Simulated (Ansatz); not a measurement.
**WS2: atomic charges with m-r2SCAN**

The system is WS2.

```xyz
3
Lattice="1.5790 0.9116 6.1633 -1.5790 0.9116 6.1633 0.0000 -1.8233 6.1633" Properties=species:S:1:pos:R:3 pbc="T T T"
W     0.0000    0.0000    0.0000
S     0.0000    0.0000    7.7473
S     0.0000    0.0000    4.6170
```

Measurements of this composition are mostly on another form, of space group No. 194.

| Property | Result |
| --- | --- |
| Program | Ansatz 0.2.0 |
| Task | atomic charges |
| Functional | m-r2SCAN |
| Potentials or basis | Ansatz PAW |
| Cutoff | 500 eV |
| Density cutoff | 2000 eV |
| k mesh | 10 × 10 × 10 |
| Occupations | fermi-dirac, width 0.01 eV |
| Spin | spin-orbit coupling, no magnetisation |
| Driver | chain |

```yaml
Pressure: 2.5 GPa
Largest_force: 0.618 eV/Å
Band_gap_on_the_k_mesh: 1.03 eV, indirect (least direct gap 2.10 eV)
Bader_charges: W +1.45; S -0.72, -0.73 e
```

Forces in eV/Å, atoms in the order of the input:
```
W    0.000  0.000  0.618
S    0.000  0.000 -0.368
S    0.000  0.000 -0.251
```

Stress tensor (GPa, compression positive):
```
2.86 0.00 0.00
0.00 2.86 0.00
0.00 0.00 1.79
```

Levels at points of the mesh, in eV from the valence-band top:
| k point | band 22 | band 23 | band 24 | band 25 | band 26 | band 27 | band 28 | band 29 | band 30 | band 31 |
| --- | --- | --- | --- | --- | --- | --- | --- | --- | --- | --- |
| (0.00, 0.00, 0.00) | -2.36 | -1.73 | -1.73 | -1.23 | -1.23 | 2.24 | 2.24 | 2.31 | 2.31 | 2.69 |
| (0.00, 0.00, -0.50) | -2.79 | -2.09 | -2.09 | -1.75 | -1.75 | 2.30 | 2.30 | 2.76 | 2.76 | 3.92 |
| (0.00, -0.50, -0.50) | -3.40 | -2.25 | -2.25 | -1.62 | -1.62 | 2.26 | 2.26 | 2.87 | 2.87 | 3.56 |
| (-0.50, -0.50, -0.50) | -2.54 | -2.33 | -2.33 | 0.00 | 0.00 | 2.29 | 2.29 | 2.36 | 2.36 | 2.56 |

Wall time 2.8 min on 2 threads of Arm Neoverse V1, with other jobs on the host, peak memory 1.3 GiB.

Caveat: the PAW data sets were made with another functional, which shifts forces and pressure a little. A k mesh can miss the band edges.
